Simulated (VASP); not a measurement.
A run of VASP 6.6.1 is set up as follows.

Contents of INCAR:

```
PREC = Accurate
ENCUT = 520
EDIFF = 1E-6
ISMEAR = 0
SIGMA = 0.04
LREAL = False
LASPH = True
NELM = 100
ALGO = Normal
ISIF = 2
LWAVE = False
LCHARG = False
LDIPOL = True
IDIPOL = 3
DIPOL = 0.5 0.5 0.652
GGA = PE
NBANDS = 12
```

The input KPOINTS:

```
regular mesh
0
Gamma
  12 12 1
```

File POSCAR:

```
As
1.0
    3.6281459457      0.0000000000      0.0000000000
   -1.8140729728      3.1420665576      0.0000000000
    0.0000000000      0.0000000000     22.8800000000
As
2
Direct
    0.3333333333      0.6666666667      0.6214645273
    0.0000000000      0.0000000000      0.6819846677
```

Potentials or basis: VASP PAW PBE potentials, release 64 (As).

Command:

```bash
$ cat potpaw_PBE.64/As/POTCAR > POTCAR
$ mpirun -np 1 vasp_std > vasp.out
```

What does it give for the largest force?

0.086 eV/Å.

What does it give for the band gap on the k mesh?

1.70 eV, indirect (least direct gap 1.89 eV).

Forces on the atoms (eV/Å):
```
As   0.000  0.000 -0.086
As   0.000  0.000  0.086
```
